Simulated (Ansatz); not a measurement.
One crystal and one scan (frozen-phonon scan) at two levels, PBE (plane waves to 420 eV, PAW, scalar-relativistic; Ansatz, a first-principles code) and r2SCAN (plane waves to 500 eV, PAW, scalar-relativistic; Ansatz), each from its own relaxed cell and on its own mesh. The cell shown is that of PBE.

InN (zinc blende)

```xyz
4
Lattice="0.0000 5.0490 5.0490 2.5245 2.5245 5.0490 2.5245 2.5245 0.0000" Properties=species:S:1:pos:R:3 pbc="T T T"
N      3.7867     8.8357     8.8357
N      3.7867     6.3112     6.3112
In     0.0000     0.0000     0.0000
In     2.5245     5.0490     2.5245
```

The atoms are displaced by Q × the pattern below (from a DFPT mode at X = (0.5, 0.5, 0.0), largest move 1; Q in Å), at fixed cell. (q is in reciprocal vectors of the primitive cell; the cell shown is doubled to hold the pattern.)

| atom | x | y | z |
|---|---|---|---|
| In3 | 0.000 | 0.000 | 1.000 |
| In4 | 0.000 | 0.000 | -1.000 |

Atoms not listed stay in place.

InN was relaxed with its symmetry unable to fall. With partly filled bands, energies and forces of such displacements shift with the k mesh and the smearing. Percentages come from the unrounded values. Both scans cover Q from -0.180 to 0.180 Å.

Results of PBE:

| Quantity | Value |
|---|---|
| Lattice constant a (Å) | 5.049 |
| Energy at Q = 0.180 Å (meV/cell) | 659 |
| Harmonic wavenumber from the curvature (finite differences) (cm⁻¹ (negative: imaginary)) | 221 |
| Space group of the distorted cell | P-4m2 (No. 115), lowered from F-43m |
| Symmetry of the curve | even: the same for both signs |
| Shape of the curve | a single well with its minimum at or next to zero displacement |

Question: Estimate the r2SCAN values.

Answer: 
```
quantity                                                                                  r2SCAN     PBE − r2SCAN
----------------------------------------------------------------------------------------  ------  ---------------
Lattice constant a (Å)                                                                     4.999  +0.050 (+1.0 %)
Energy at Q = 0.180 Å (meV/cell)                                                             727     -68 (-9.3 %)
Harmonic wavenumber from the curvature (finite differences) (cm⁻¹ (negative: imaginary))     232       -11 (-5 %)
```

PBE gives the higher value for: lattice constant a. PBE gives the lower value for: energy at Q = 0.180 Å; harmonic wavenumber from the curvature. (PBE) At this level the bands of InN touch or barely overlap; measurements give the solid a gap. (r2SCAN) At this level the bands of InN touch or barely overlap; measurements give the solid a gap. Both give the same space group of the distorted cell: P-4m2 (No. 115), lowered from F-43m.

(A displaced cell: forces are minus the slopes of the energy, force constants its curvatures, and phonons follow from these.)
